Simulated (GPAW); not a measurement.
Crystal: Sn.

```
CELL_PARAMETERS angstrom
0.00000 3.23334 3.23334
3.23334 0.00000 3.23334
3.23334 3.23334 0.00000
ATOMIC_POSITIONS crystal
Sn 0.25000 0.25000 0.25000
Sn 0.00000 0.00000 0.00000
```

This isn't the form of Sn at room conditions, which is tetragonal (white tin).

Base run:

```yaml
Program: GPAW 26.7.0
Functional: LDA
Potentials_or_basis: JTH PAW 2.0, LDA
Cutoff: 600 eV
Basis: pw
k_mesh: 6 × 6 × 6
Occupations: fermi-dirac, width 0.05 eV
Spin: no spin polarisation
```

Its results: pressure 0.1 GPa.

Problem. The run is repeated on the same cell with these changes: functional from LDA to PBE; potentials or basis from JTH PAW 2.0, LDA to GPAW PAW data sets (gpaw-data 1.2.1); cutoff from 600 eV to 500 eV. What comes out?

Solution. Pressure 3.1 GPa.

Caveats: the program truncates these outside data sets (some runs); the cutoff is short for stress and forces, so pressures can be off by a GPa or more (some runs).
